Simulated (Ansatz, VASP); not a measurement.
Two plane-wave programs on Ti

INCAR

```
SYSTEM = Ti
ALGO = Normal
EDIFF = 1E-6
ENCUT = 520
GGA = RE
ISIF = 2
ISMEAR = 1
IVDW = 13
LASPH = .True.
LCHARG = .False.
LREAL = .False.
LWAVE = .False.
NBANDS = 25
NELM = 60
PREC = Accurate
SIGMA = 0.1
```

Contents of KPOINTS:

```
k-points
0
Gamma
  7 7 9
  0 0 0
```

Contents of POSCAR:

```
Ti
1.0
    4.7851909000      0.0000000000      0.0000000000
   -2.3925954500      4.1440968814      0.0000000000
    0.0000000000      0.0000000000      2.9610266000
Ti
3
Direct
    0.6666666667      0.3333333333      0.5000000000
    0.3333333333      0.6666666667      0.5000000000
    0.0000000000      0.0000000000      0.0000000000
```

The input input.yaml:

```yaml
crystal:
  lattice:
    - [4.7851909, 0.0, 0.0]
    - [-2.39259545, 4.1440968814, 0.0]
    - [0.0, 0.0, 2.9610266]
  atoms:
    - { symbol: Ti, position: [0.6666666667, 0.3333333333, 0.5] }
    - { symbol: Ti, position: [0.3333333333, 0.6666666667, 0.5] }
    - { symbol: Ti, position: [0.0, 0.0, 0.0] }
hamiltonian:
  xc: revpbe
  pseudopotentials: { kind: paw }
  dispersion: d4
kpoints:
  mp_grid: { grid: [7, 7, 9] }
  band_path:
    path:
      - [[0.0, 0.0, 0.0], [0.5, 0.0, 0.0], [0.3333333333, 0.3333333333, 0.0], [0.0, 0.0, 0.0], [0.0, 0.0, 0.5], [0.5, 0.0, 0.5], [0.3333333333, 0.3333333333, 0.5], [0.0, 0.0, 0.5]]
      - [[0.5, 0.0, 0.5], [0.5, 0.0, 0.0]]
      - [[0.3333333333, 0.3333333333, 0.0], [0.3333333333, 0.3333333333, 0.5]]
    npoints: 14
scf:
  occupations: { method: methfessel_paxton, width: 0.1 }
  n_extra_bands: 7
output:
  forces: true
  stress: true
  eigenvalues: true
  fatbands: true
```

Change from the starting cell: volume scaled by 1.15.

Alike in both runs: functional revPBE; dispersion D4; k mesh 7 × 7 × 9; occupations methfessel-paxton of order 1, width 0.1 eV; no spin polarisation.

```csv
,VASP,Ansatz
version,VASP 6.6.1,Ansatz 0.2.0
potentials or method,"VASP PAW PBE potentials, release 64 (Ti_sv)",Ansatz PAW
plane-wave cutoff (eV),520,420
valence electrons in the cell,36,36
task,single point,band structure
```

Ansatz gave:

```
gap on the k mesh at the Fermi level (eV)       : none
pressure (GPa)                                  : -12.0
largest component of the traceless stress (GPa) : 0.54
dispersion energy (meV/atom)                    : -272.5
```

Question: Estimate VASP's values.

Answer: gap on the k mesh at the Fermi level (eV): none; pressure (GPa): -12.1; largest component of the traceless stress (GPa): 0.54; dispersion energy (meV/atom): -272.4.

A gap of «none» marks a metal or a gap that the smearing closes.

Caveats: pairwise dispersion overbinds metals, which lowers pressure and volume; the PAW data sets were made with another functional, which shifts forces and pressure a little (VASP); the PAW data sets come from PBE, with cores solved anew for the run's functional, which leaves a small shift of forces and pressure (Ansatz).
